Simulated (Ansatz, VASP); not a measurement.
## ZnO (zincite): VASP beside Ansatz

The input INCAR:

```
SYSTEM = ZnO
ALGO = Normal
EDIFF = 1E-6
ENCUT = 520
ISIF = 2
ISMEAR = 0
LASPH = .True.
LCHARG = .True.
LELF = .True.
LREAL = .False.
LVHAR = .True.
LWAVE = .False.
NBANDS = 26
NELM = 100
PREC = Accurate
SIGMA = 0.02
```

KPOINTS

```
k-points
0
Gamma
  9 9 6
  0 0 0
```

Contents of POSCAR:

```
ZnO
1.0
    3.1868519158      0.0000000000      0.0000000000
   -1.5934259579      2.7598947172      0.0000000000
    0.0000000000      0.0000000000      5.1534131039
Zn O
2 2
Direct
    0.3333333333      0.6666666667      0.5003362527
    0.6666666667      0.3333333333      0.0003362527
    0.6666666667      0.3333333333      0.3786737473
    0.3333333333      0.6666666667      0.8786737473
```

Input for Ansatz:

```yaml
crystal:
  lattice:
    - [3.1868519158, 0.0, 0.0]
    - [-1.5934259579, 2.7598947172, 0.0]
    - [0.0, 0.0, 5.1534131039]
  atoms:
    - { symbol: Zn, position: [0.3333333333, 0.6666666667, 0.5003362527] }
    - { symbol: Zn, position: [0.6666666667, 0.3333333333, 0.0003362527] }
    - { symbol: O, position: [0.6666666667, 0.3333333333, 0.3786737473] }
    - { symbol: O, position: [0.3333333333, 0.6666666667, 0.8786737473] }
basis:
  ecutwfc: 420
kpoints:
  mp_grid: { grid: [9, 9, 6] }
  band_path: { path: [VBM, CBM], npoints: 2 }
hamiltonian:
  xc: lda
scf:
  occupations: { method: gaussian, width: 0.02 }
output:
  forces: true
  stress: true
  eigenvalues: true
```

Alike in both runs: task single point; functional LDA; k mesh 9 × 9 × 6; occupations gaussian, width 0.02 eV; no spin polarisation.

```csv
,VASP,Ansatz
version,VASP 6.6.1,Ansatz 0.2.0
potentials or method,"VASP PAW LDA potentials, release 64 (Zn, O)","scalar-relativistic, plane waves, PAW"
plane-wave cutoff (eV),520,420
valence electrons in the cell,36,36
```

VASP gave:

- gap on the k mesh at the Fermi level (eV): 0.81
- least direct gap on the mesh (eV): 0.81
- pressure (GPa): 1.1

Estimate Ansatz's values.

gap on the k mesh at the Fermi level (eV): 0.80; least direct gap on the mesh (eV): 0.80; pressure (GPa): 0.0.
